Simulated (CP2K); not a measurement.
## Na under changes of volume

One of the cells (39.256 Å³/atom); the others are scaled copies at fixed shape and fractional positions:

```xyz
1
Lattice="3.7083 0.0000 0.0000 -1.2361 3.4962 0.0000 -1.2361 -1.7481 3.0278" Properties=species:S:1:pos:R:3 pbc="T T T"
Na    0.0000    0.0000    0.0000
```

```yaml
Program: CP2K 2026.2
Functional: PBE
Potentials_or_basis: POTENTIAL_UZH Na GTH-PBE-q1; TZVP-MOLOPT-PBE-GTH basis
Density_cutoff: 18368 eV
k_mesh: 9 × 9 × 9
Occupations: fermi-dirac, width 0.05 eV
Spin: no spin polarisation
```

```tsv
volume (Å³/atom)	energy over the lowest point (meV/atom)	pressure (GPa)
36.901	?	?
37.686	0.48	0.2
38.471	0.00	0.0
39.256	0.25	-0.1
40.041	1.18	-0.3
40.827	2.73	-0.4
41.612	4.82	-0.5
```

Question: What does the run at 36.901 Å³/atom give?

Answer: Energy over the lowest point 1.77 meV/atom; pressure 0.4 GPa.

Worked out: A Birch-Murnaghan fit of order 3 (a polynomial in V^(-2/3)) to the other rows has its minimum at 38.58 Å³/atom with B0 = V·E''(V) = 7.3 GPa and B' = 3.8. It gives 1.78 meV/atom at 36.901 Å³/atom, against the run's 1.77, and -dE/dV = 0.4 GPa, against 0.4.

Energies are extrapolated to zero smearing.

Caveats: the basis of atomic orbitals isn't converged, which shifts pressures, moduli and gaps.
